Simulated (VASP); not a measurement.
Wanted: the native input for a VASP 6.6.1 run.

```yaml
Task: single point
Functional: PBE
Potentials_or_basis: VASP PAW PBE potentials, release 64 (Pb_d, S)
Cutoff: 520 eV
k_mesh: 8 × 8 × 8
Occupations: gaussian, width 0.02 eV
Spin: no spin polarisation
Further_INCAR_settings: ALGO = Fast; EDIFF = 1e-07; NBANDS = 17
```

The structure of PbS (Galena) lies in POSCAR:

```
PbS
1.0
    0.0000000000      2.9657500000      2.9657500000
    2.9657500000      0.0000000000      2.9657500000
    2.9657500000      2.9657500000      0.0000000000
Pb S
1 1
Cartesian
    0.0000000000      0.0000000000      0.0000000000
    2.9657500000      2.9657500000      2.9657500000
```

One way to write it, as run:

INCAR

```
SYSTEM = PbS
  PREC = Accurate
  ENCUT = 520
  EDIFF = 1E-7
  ISMEAR = 0
  SIGMA = 0.02
  LREAL = .FALSE.
  LASPH = .TRUE.
  NELM = 100
  ALGO = Fast
  ISIF = 2
  LWAVE = .FALSE.
  LCHARG = .TRUE.
  GGA = PE
  LELF = .TRUE.
  LVHAR = .TRUE.
  NBANDS = 17
```

KPOINTS

```
Automatic mesh
0
G
  8 8 8
  0 0 0
```

Potentials or basis: VASP PAW PBE potentials, release 64 (Pb_d, S).

Command:

```sh
$ cat potpaw_PBE.64/Pb_d/POTCAR potpaw_PBE.64/S/POTCAR > POTCAR
$ mpirun -np 1 vasp_std > vasp.out
```

Results of the run:

```json
{
  "Pressure": "2.2 GPa",
  "Band gap on the k mesh": "0.36 eV, direct"
}
```

Caveat: spin-orbit coupling is left out, which as a rule narrows the gap of such compounds by several tenths of an eV.

Run time: 46 s on 1 thread of AMD EPYC 7R13 Processor (Zen 3), with other jobs on the host, peak memory 0.15 GiB.
